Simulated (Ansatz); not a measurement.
CoSi:

```
Co Si
1.0
     2.78133    0.00000    0.00000
     0.00000    2.78133    0.00000
     0.00000    0.00000    2.78133
Co Si
1 1
Direct
  0.00000 0.00000 0.00000
  0.50000 0.50000 0.50000
```

Measurements of this composition are mostly on another form, of space group No. 198.

* Program: Ansatz 0.2.0
* Task: relaxation of cell and atoms
* Functional: PBEsol0
* Potentials or basis: Ansatz PAW
* Cutoff: 420 eV (not typed: the program's choice for these potentials)
* k mesh: 5 × 5 × 5
* Occupations: fermi-dirac, width 0.05 eV
* Spin: collinear spin, ferromagnetic start
* Starting moments: [2.0, 0.0] μB

At the start: volume 10.76 Å³/atom.

Task: Where does the relaxation end?

Result: It ends after 5 steps and the volume is 10.37 Å³/atom (-3.6 %); space group Pm-3m (No. 221, to 0.05 Å); moment 0.87 μB per cell.

Step by step:
```
step  energy change (eV)  largest force (eV/Å)  volume (Å³)
   1              0.0000                0.0000        21.52
   2             -0.0184                0.0000        21.07
   3             -0.0230                0.0000        20.71
   4             -0.0230                0.0000        20.73
   5             -0.0218                0.0000        20.73
```

Final structure:
```
CELL_PARAMETERS angstrom
2.74716 0.00000 0.00000
0.00000 2.74716 0.00000
0.00000 0.00000 2.74716
ATOMIC_POSITIONS crystal
Co 0.00000 0.00000 0.00000
Si 0.50000 0.50000 0.50000
```

Caveat: the k mesh is coarse (spacing up to 0.45 Å⁻¹), so the values aren't converged, least of all with exact exchange; the magnetic or orbital state may not be the lowest; the plane-wave basis is chosen anew once the cell has moved, so the energies of steps on either side of that aren't comparable; the PAW data sets come from PBE, with cores solved anew for the run's functional, which leaves a small shift of forces and pressure.
